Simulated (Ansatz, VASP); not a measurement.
**Zn: VASP beside Ansatz**

File INCAR:

```
SYSTEM = Zn
PREC = Accurate
ENCUT = 600
EDIFF = 1E-7
ISMEAR = 0
SIGMA = 0.1
LREAL = .False.
LASPH = .True.
NELM = 80
ALGO = Normal
ISIF = 3
LWAVE = .False.
LCHARG = .False.
GGA = PS
IBRION = 2
NSW = 100
EDIFFG = -0.005
```

File KPOINTS:

```
Automatic mesh
0
Gamma
  18 18 18
  0 0 0
```

Contents of POSCAR:

```
Zn
1.0
   -1.5690370000      1.5690370000      1.5690370000
    1.5690370000     -1.5690370000      1.5690370000
    1.5690370000      1.5690370000     -1.5690370000
Zn
1
Direct
    0.0000000000      0.0000000000      0.0000000000
```

Input for Ansatz:

```yaml
crystal:
  lattice:
    - [-1.569037, 1.569037, 1.569037]
    - [1.569037, -1.569037, 1.569037]
    - [1.569037, 1.569037, -1.569037]
  atoms:
    - { symbol: Zn, position: [0.0, 0.0, 0.0] }
basis:
  ecutwfc: 520.0
kpoints:
  mp_grid: { grid: [18, 18, 18] }
hamiltonian:
  xc: pbesol
scf:
  occupations: { method: gaussian, width: 0.1 }
output:
  forces: true
  stress: true
  eigenvalues: true
  write_density: true
  write_potential: true
  elf: true
  volumetric_format: npy
relax:
  adjacent_minimum: "off"
  f_tol: 0.005
  max_steps: 80
  cell: { stress_tol: 0.05 }
```

This isn't the form of Zn at room conditions, which is hcp.

Alike in both runs: task relaxation of cell and atoms; functional PBEsol; k mesh 18 × 18 × 18; occupations gaussian, width 0.1 eV; no spin polarisation.

```csv
,VASP,Ansatz
version,VASP 6.6.1,Ansatz 0.2.0
potentials or method,"VASP PAW PBE potentials, release 64 (Zn)","scalar-relativistic, plane waves, PAW"
plane-wave cutoff (eV),600,520
valence electrons in the cell,12,12
```

Ansatz gave:

| Property | Result |
| --- | --- |
| gap on the k mesh at the Fermi level, each at its own relaxed structure (eV) | none |
| relaxed volume (Å³/atom) | 14.33 |
| relaxed cell length with the largest relative difference (Å) | 2.650 |
| energy change over the relaxation (meV/atom) | -20 |

Question: What did VASP give for the same quantities?

Answer: gap on the k mesh at the Fermi level, each at its own relaxed structure (eV): none; relaxed volume (Å³/atom): 14.39; relaxed cell length with the largest relative difference (Å): 2.654; energy change over the relaxation (meV/atom): -18.

A gap of «none» marks a metal or a gap that the smearing closes.

Caveats: the PAW data sets were made with another functional, which shifts forces and pressure a little (VASP).
